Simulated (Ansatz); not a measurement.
**Cost and result for the equilibrium volume of Rh**

**What was measured.** The equilibrium volume of Rh (Rhodium) (Fm-3m) is reported as 13.75 Å³/atom at 298.15 K (a printed reference work). The runs below try to reproduce it.

The structure is cubic, space group Fm-3m (No. 225). The conventional cell has a = 3.796 Å, b = 3.796 Å, c = 3.796 Å, α = 90.00°, β = 90.00°, γ = 90.00°. Around Rh (site symmetry m-3m) lie 12 Rh at 2.68 Å.

| rung | level | program and potentials | cutoff (eV) | k mesh | smearing | task | core time | chip | equilibrium volume (Å³/atom) | miss | notes |
| --- | --- | --- | --- | --- | --- | --- | --- | --- | --- | --- | --- |
| GGA + dispersion | BLYP+D4 | Ansatz, Ansatz PAW | 420 | 12 × 12 × 12 | fermi-dirac 0.05 | relaxation of cell and atoms | 4.3 s | Arm Neoverse V1 | 13.79 | +0.3 % | potentials made for PBE, which Ansatz adapts in part |
| GGA + dispersion | PBEsol+D3(BJ) | Ansatz, Ansatz PAW | 420 | 12 × 12 × 12 | fermi-dirac 0.05 | relaxation of cell and atoms | 4.4 s | Arm Neoverse V1 | 13.17 | -4.2 % | potentials made for PBE, which Ansatz adapts in part |
| GGA + dispersion | revPBE+D4 | Ansatz, Ansatz PAW | 420 | 12 × 12 × 12 | fermi-dirac 0.05 | relaxation of cell and atoms | 5.6 s | Arm Neoverse V1 | 13.42 | -2.4 % | potentials made for PBE, which Ansatz adapts in part |
| GGA + dispersion | RPBE+D4 | Ansatz, Ansatz PAW | 420 | 12 × 12 × 12 | fermi-dirac 0.05 | relaxation of cell and atoms | 5.7 s | Arm Neoverse V1 | 13.39 | -2.6 % | potentials made for PBE, which Ansatz adapts in part |
| GGA | BLYP | Ansatz, Ansatz PAW | 420 | 12 × 12 × 12 | fermi-dirac 0.05 | relaxation of cell and atoms | 6.6 s | Arm Neoverse V1 | 14.82 | +7.8 % | potentials made for PBE, which Ansatz adapts in part |
| GGA | revPBE | Ansatz, PseudoDojo PBEsol | 1197 | 12 × 12 × 12 | fermi-dirac 0.05 | equation of state | 24 s | Arm Neoverse V2 | 14.23 | +3.5 % | potentials made for PBEsol |
| hybrid | HSE06 | Ansatz, Ansatz PAW | 420 | 6 × 6 × 6 | fermi-dirac 0.05 | relaxation of cell and atoms | 30 s | Arm Neoverse V1 | 13.55 | -1.5 % | coarse mesh; potentials made for PBE, which Ansatz adapts in part |
| Hartree-Fock | HF | Ansatz, Ansatz PAW | 420 | 6 × 6 × 6 | fermi-dirac 0.05 | relaxation of cell and atoms | 42 s | Intel Xeon Platinum 8488C Sapphire Rapids | 13.84 | +0.7 % | coarse mesh; potentials made for PBE, which Ansatz adapts in part |
| hybrid | PBEsol0 | Ansatz, Ansatz PAW | 420 | 6 × 6 × 6 | fermi-dirac 0.05 | relaxation of cell and atoms | 44 s | Arm Neoverse V1 | 13.18 | -4.1 % | coarse mesh; potentials made for PBE, which Ansatz adapts in part |
| hybrid | PBE0 | Ansatz, Ansatz PAW | 420 | 8 × 8 × 8 | fermi-dirac 0.05 | equation of state | 2.7 min | AMD EPYC 7R13 Zen 3 | 13.53 | -1.6 % | potentials made for PBE, which Ansatz adapts in part |
| hybrid | HSE06 | Ansatz, Ansatz PAW | 420 | 8 × 8 × 8 | fermi-dirac 0.05 | equation of state | 3.3 min | AMD EPYC 7R13 Zen 3 | 13.52 | -1.7 % | potentials made for PBE, which Ansatz adapts in part |

Times are single runs on shared hosts and different chips, so they are rough; meshes, cutoffs and the tasks' sizes weigh on the time. All rows: no spin polarisation. Smearing widths are in eV. For a metal such meshes aren't converged. Meshes differ between rows, which moves values too. Meshes are those of the run's cell of 1 atom unless a note names another. Relaxations start from the cell shown or near it and stop with a little pressure left. The cell shown, of 13.67 Å³ an atom, is the runs' start and not the measured value. Misses use the values as printed. Runs on faulty files, with rough fits or with known faults for this quantity aren't shown. No row holds spin-orbit coupling.

By rung: GGA + dispersion 13.17 to 13.79; GGA 14.23 to 14.82; hybrid 13.52 to 13.53; hybrid on coarse meshes 13.18 to 13.55; Hartree-Fock on coarse meshes 13.84 (Å³/atom). Measured: 13.75 Å³/atom at 298.15 K (a printed reference work). Closest, coarse meshes and atomic bases left aside, is BLYP+D4 (+0.3 %). The runs are for a static lattice, while measurements hold temperature and zero-point motion.
